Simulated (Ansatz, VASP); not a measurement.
**KF: VASP beside Ansatz**

INCAR

```
ALGO = Normal
EDIFF = 1E-6
ENCUT = 520
GGA = CA
ISIF = 2
ISMEAR = 0
LASPH = T
LCHARG = F
LREAL = F
LWAVE = F
NBANDS = 15
NELM = 100
PREC = Accurate
SIGMA = 0.05
```

The input KPOINTS:

```
k-points
0
Gamma
  8 8 8
```

Contents of POSCAR:

```
KF
1.0
    0.0000000000      2.8071750000      2.8071750000
    2.8071750000      0.0000000000      2.8071750000
    2.8071750000      2.8071750000      0.0000000000
K F
1 1
Direct
    0.0000000000      0.0000000000      0.0000000000
    0.5000000000      0.5000000000      0.5000000000
```

Input for Ansatz:

```yaml
crystal:
  lattice:
    - [0.0, 2.807175, 2.807175]
    - [2.807175, 0.0, 2.807175]
    - [2.807175, 2.807175, 0.0]
  atoms:
    - { symbol: K, position: [0.0, 0.0, 0.0] }
    - { symbol: F, position: [0.5, 0.5, 0.5] }
basis:
  ecutwfc: 420
kpoints:
  mp_grid: { grid: [8, 8, 8] }
hamiltonian:
  xc: lda
scf:
  occupations: { method: gaussian, width: 0.05 }
output:
  forces: true
  stress: true
  eigenvalues: true
```

Change from the starting cell: strain +0.050 along x and y, +0.050 along z, atoms carried along.

Alike in both runs: task single point; functional LDA; k mesh 8 × 8 × 8; occupations gaussian, width 0.05 eV; no spin polarisation.

|  | VASP | Ansatz |
| --- | --- | --- |
| version | VASP 6.6.1 | Ansatz 0.2.0 |
| potentials or method | VASP PAW LDA potentials, release 64 (K_sv, F) | scalar-relativistic, plane waves, PAW |
| plane-wave cutoff (eV) | 520 | 420 |
| valence electrons in the cell | 16 | 16 |

Ansatz gave:

```
gap on the k mesh at the Fermi level (eV) : 5.13
least direct gap on the mesh (eV)         : 5.13
pressure (GPa)                            : -5.9
```

Problem. Which values does VASP return?

Solution. gap on the k mesh at the Fermi level (eV): 5.11; least direct gap on the mesh (eV): 5.11; pressure (GPa): -5.9.

A k mesh can miss the band edges.
